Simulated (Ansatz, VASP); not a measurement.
One calculation of C, two programs

```
CELL_PARAMETERS angstrom
2.46583 0.00000 0.00000
-1.23291 2.13547 0.00000
0.00000 0.00000 8.00667
ATOMIC_POSITIONS crystal
C 0.00000 0.00000 0.00250
C 0.00000 0.00000 0.50250
C 0.33333 0.66667 0.00250
C 0.66667 0.33333 0.50250
```

Alike in both runs: functional PBE; k mesh 18 × 18 × 6; occupations gaussian, width 0.1 eV; no spin polarisation.

Ansatz relaxed the structure, and its values are those at the end. VASP's run is a single point on that final structure, the one shown.

```csv
,VASP,Ansatz
version,VASP 6.6.1,Ansatz 0.2.0
potentials or method,"VASP PAW PBE potentials, release 64 (C)","scalar-relativistic, plane waves, PAW"
plane-wave cutoff (eV),520,420
valence electrons in the cell,16,16
```

Ansatz gave:

| Property | Result |
| --- | --- |
| gap on the k mesh at the Fermi level (eV) | none |
| pressure (GPa) | 0.3 |

Problem. Estimate VASP's values.

Solution. gap on the k mesh at the Fermi level (eV): none; pressure (GPa): 0.6.

A gap of «none» marks a metal or a gap that the smearing closes.

Caveats: this functional lacks dispersion, which binds the layers, so the pressure and a relaxed spacing across them are unreliable.
